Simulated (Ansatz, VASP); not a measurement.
Two plane-wave programs on CdS (Greenockite)

Contents of INCAR:

```
PREC = Accurate
ENCUT = 600
EDIFF = 1E-6
ISMEAR = 0
SIGMA = 0.02
LREAL = F
LASPH = T
NELM = 100
ALGO = Normal
ISIF = 3
LWAVE = F
LCHARG = F
GGA = CA
IBRION = 2
NSW = 70
EDIFFG = -0.005
```

The input KPOINTS:

```
Automatic mesh
0
Gamma
  9 9 4
```

Contents of POSCAR:

```
CdS
1.0
    4.1965610361      0.0000000000      0.0000000000
   -2.0982805180      3.6343284658      0.0000000000
    0.0000000000      0.0000000000      6.8288413438
Cd S
2 2
Direct
    0.3333333333      0.6666666667     -0.0007922000
    0.6666666667      0.3333333333      0.4992078000
    0.3333333333      0.6666666667      0.3757922000
    0.6666666667      0.3333333333      0.8757922000
```

Input for Ansatz:

```yaml
crystal:
  lattice:
    - [4.1965610361, 0.0, 0.0]
    - [-2.098280518, 3.6343284658, 0.0]
    - [0.0, 0.0, 6.8288413438]
  atoms:
    - { symbol: Cd, position: [0.3333333333, 0.6666666667, -0.0007922] }
    - { symbol: Cd, position: [0.6666666667, 0.3333333333, 0.4992078] }
    - { symbol: S, position: [0.3333333333, 0.6666666667, 0.3757922] }
    - { symbol: S, position: [0.6666666667, 0.3333333333, 0.8757922] }
basis:
  ecutwfc: 420
kpoints:
  mp_grid: { grid: [9, 9, 4] }
hamiltonian:
  xc: lda
scf:
  occupations: { method: gaussian, width: 0.02 }
output:
  forces: true
  stress: true
  eigenvalues: true
relax:
  adjacent_minimum: "off"
  f_tol: 0.005
  max_steps: 50
  cell: { stress_tol: 0.05 }
```

Alike in both runs: task relaxation of cell and atoms; functional LDA; k mesh 9 × 9 × 4; occupations gaussian, width 0.02 eV; no spin polarisation.

```csv
,VASP,Ansatz
version,VASP 6.6.1,Ansatz 0.2.0
potentials or method,"VASP PAW LDA potentials, release 64 (Cd, S)","scalar-relativistic, plane waves, PAW"
plane-wave cutoff (eV),600,420
valence electrons in the cell,36,52
```

Ansatz gave:

- gap on the k mesh at the Fermi level, each at its own relaxed structure (eV): 1.03
- relaxed volume (Å³/atom): 23.85
- relaxed cell length with the largest relative difference (Å): 4.073
- energy change over the relaxation (meV/atom): -36

Which values does VASP return?

gap on the k mesh at the Fermi level, each at its own relaxed structure (eV): 1.04; relaxed volume (Å³/atom): 24.03; relaxed cell length with the largest relative difference (Å): 4.084; energy change over the relaxation (meV/atom): -30.

The two sets of potentials don't hold the same shells in valence.

LDA usually gives volumes a few per cent too small. Zero-point motion and thermal expansion aren't in these numbers.
